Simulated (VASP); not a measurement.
Here is a VASP 6.6.1 calculation.

Contents of INCAR:

```
ALGO = Normal ; EDIFF = 1E-7
ENCUT = 520 ; GGA = PE
ISIF = 2 ; ISMEAR = 0
LASPH = T ; LCHARG = F
LREAL = F ; LWAVE = F
NBANDS = 16 ; NELM = 60
PREC = Accurate ; SIGMA = 0.02
```

The input KPOINTS:

```
k-points
0
Gamma
  10 10 10
```

POSCAR

```
CdO
1.0
    0.0000000000      2.3495000000      2.3495000000
    2.3495000000      0.0000000000      2.3495000000
    2.3495000000      2.3495000000      0.0000000000
Cd O
1 1
Direct
    0.0000000000      0.0000000000      0.0000000000
    0.5000000000      0.5000000000      0.5000000000
```

Potentials or basis: VASP PAW PBE potentials, release 64 (Cd, O).

The run is started by

```sh
$ cat potpaw_PBE.64/Cd/POTCAR potpaw_PBE.64/O/POTCAR > POTCAR
$ mpirun -np 1 vasp_std > vasp.out
```

Q: What does it give for the band gap on the k mesh?

A: None (metal or under the smearing width).

Q: What does it give for the pressure?

A: 7.6 GPa.

Caveat: this crystal is a semiconductor, whose small gap the functional closes, so the metal is an error of the method.
